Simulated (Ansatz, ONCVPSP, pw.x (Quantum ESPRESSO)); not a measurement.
## What a changed setting does to a pw.x run (fcc W)

Potential: optimised norm-conserving Vanderbilt (ONCV), ONCVPSP 4.0.1.1 (patched build), PBE; core [Kr] 4d10 4f14, reference 5s2 5p6 5d4 6s2; waves: 5s+6s: rc 1.75 bohr, ncon 3, nbas 8, qcut 7.7 1/bohr, 2 projectors; 5p: rc 1.80 bohr, ncon 4, nbas 7, qcut 8.7 1/bohr, 3 projectors, debl 2.6 Ha; 5d: rc 1.65 bohr, ncon 5, nbas 9, qcut 5 1/bohr, 2 projectors, debl 2 Ha; local part: polynomial inside 1.30 bohr (lpopt 4, dvloc0 0 Ha); core correction: none.

The reference run (k-mesh 14³, cutoffs 70/280 Ry, Fermi–Dirac 0.01 Ry, mixing_beta 0.4, conv_thr 1e-9, no spin) gives -2.70 GPa at 16.478 Å³/atom, where all-electron LAPW gives -0.06 GPa. This run, with its own iteration cap, changes mixing_ndim to 2.

```
&control
  calculation='scf', prefix='x', pseudo_dir='./', outdir='./tmp', tstress=.true., disk_io='none'
/
&system
  ibrav=0, nat=1, ntyp=1, ecutwfc=70, ecutrho=280, nbnd=15,
  occupations='smearing', smearing='fd', degauss=0.01
/
&electrons
  conv_thr=1e-09, mixing_beta=0.4, electron_maxstep=60, mixing_ndim=2
/
ATOMIC_SPECIES
W 1.0 W.UPF
CELL_PARAMETERS angstrom
  0.00000000 2.01972156 2.01972156
  2.01972156 0.00000000 2.01972156
  2.01972156 2.01972156 0.00000000
ATOMIC_POSITIONS crystal
W 0.0000 0.0000 0.0000
K_POINTS automatic
14 14 14 0 0 0
```

```bash
pw.x < W.scf.in > W.scf.out
```

**Question.** How does the run end?

**Answer.** It converges in 7 iterations; the free energy moves by +0.0 meV/atom and the pressure by +0.00 GPa. The result is that of the reference run.

```
Message from routine setup:
     using ibrav=0 with symmetry is DISCOURAGED, use correct ibrav instead
     lattice parameter (alat)  =       5.3977  a.u.
     unit-cell volume          =     111.1991 (a.u.)^3
     number of electrons       =        14.00
     number of Kohn-Sham states=           15
     kinetic-energy cutoff     =      70.0000  Ry
     charge density cutoff     =     280.0000  Ry
     scf convergence threshold =      1.0E-09
     Exchange-correlation= PBE
     number of k points=   104  Fermi-Dirac smearing, width (Ry)=  0.0100
     iteration #  1     ecut=    70.00 Ry     beta= 0.40
     total energy              =    -137.01540174 Ry
     estimated scf accuracy    <       0.03811239 Ry
     iteration #  2     ecut=    70.00 Ry     beta= 0.40
     total energy              =    -137.01606813 Ry
     estimated scf accuracy    <       0.00559008 Ry
     iteration #  3     ecut=    70.00 Ry     beta= 0.40
     total energy              =    -137.01674487 Ry
     estimated scf accuracy    <       0.00032339 Ry
     iteration #  4     ecut=    70.00 Ry     beta= 0.40
     total energy              =    -137.01676099 Ry
     estimated scf accuracy    <       0.00000376 Ry
     iteration #  5     ecut=    70.00 Ry     beta= 0.40
     total energy              =    -137.01676201 Ry
     estimated scf accuracy    <       0.00000025 Ry
     iteration #  6     ecut=    70.00 Ry     beta= 0.40
     total energy              =    -137.01676205 Ry
     estimated scf accuracy    <       0.00000008 Ry
     iteration #  7     ecut=    70.00 Ry     beta= 0.40
     the Fermi energy is    21.0479 ev
!    total energy              =    -137.01676206 Ry
     estimated scf accuracy    <          5.0E-10 Ry
     smearing contrib. (-TS)   =      -0.00527527 Ry
     The total energy is F=E-TS. E is the sum of the following terms:
     one-electron contribution =     -20.89992297 Ry
     hartree contribution      =      16.89239541 Ry
     xc contribution           =     -15.28077988 Ry
     ewald contribution        =    -117.72317934 Ry
     convergence has been achieved in   7 iterations
          total   stress  (Ry/bohr**3)                   (kbar)     P=      -26.98
     Message from routine punch:
     Nothing written, as per user request (disk_io='none')
```

The run took about 11 s on one core of a shared host (Intel(R) Xeon(R) 6975P-C, 192 threads, 756 GiB, load 84).
